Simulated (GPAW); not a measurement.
Here is a GPAW 26.7.0 calculation.

run.py

```python
from ase import Atoms
from ase.eos import EquationOfState
from ase.io import Trajectory
from ase.units import GPa
from gpaw import GPAW, PW, setup_paths

setup_paths.insert(0, '.')

atoms = Atoms(['As', 'As'],
              cell=[[1.8807968987, 1.0858785957, 3.5140619945],
                    [-1.8807968987, 1.0858785957, 3.5140619945],
                    [0.0, -2.1717571915, 3.5140619945]],
              scaled_positions=[[0.226, 0.226, 0.226],
                                [0.774, 0.774, 0.774]],
              pbc=True)

traj = Trajectory('eos.traj', 'w')
volumes, energies = [], []
for x in [0.94, 0.96, 0.98, 1.0, 1.02, 1.04, 1.06]:
    a = atoms.copy()
    a.set_cell(atoms.cell * x**(1 / 3), scale_atoms=True)
    calc = GPAW(mode=PW(600),
                xc='PBEsol',
                kpts={'size': (9, 9, 9), 'gamma': True},
                occupations={'name': 'fermi-dirac', 'width': 0.05},
                nbands=13,
                convergence={'density': 1e-05, 'energy': 1e-05},
                maxiter=150,
                txt=f'eos-{x:.2f}.txt')
    a.calc = calc
    energies.append(a.get_potential_energy(force_consistent=True))
    volumes.append(a.get_volume())
    p = -a.get_stress()[:3].mean() / GPa
    calc.write(f'eos-{x:.2f}.gpw')
    traj.write(a)
    print(f'{x:.2f} {volumes[-1]:10.4f} A^3 {energies[-1]:14.6f} eV {p:9.3f} GPa', flush=True)

v0, e0, B = EquationOfState(volumes, energies, eos='birchmurnaghan').fit()
print(f'V0 = {v0:.4f} A^3, E0 = {e0:.6f} eV, B0 = {B / GPa:.2f} GPa')
```

Potentials or basis: PAW data sets generated in the run's folder for this functional, pw.

Command:

```bash
$ gpaw-setup -f PBEsol As
$ OMP_NUM_THREADS=1 python run.py
```

Task: Predict the bulk modulus at fixed shape and positions.

Result: 78 GPa.

Task: What does it give for the pressure derivative of the bulk modulus?

Result: 4.2.

Task: Estimate the equilibrium volume.

Result: 21.67 Å³/atom.

Energy against volume, from the lowest point:
```csv
volume (Å³/atom),energy (meV/atom)
20.239,25.49
20.669,11.89
21.100,3.57
21.530,0.00
21.961,0.72
22.392,5.30
22.822,13.38
```

Caveat: the cell was scaled at fixed shape and fractional positions, which overstates the stiffness of a crystal with free parameters, most of all of layers and chains.
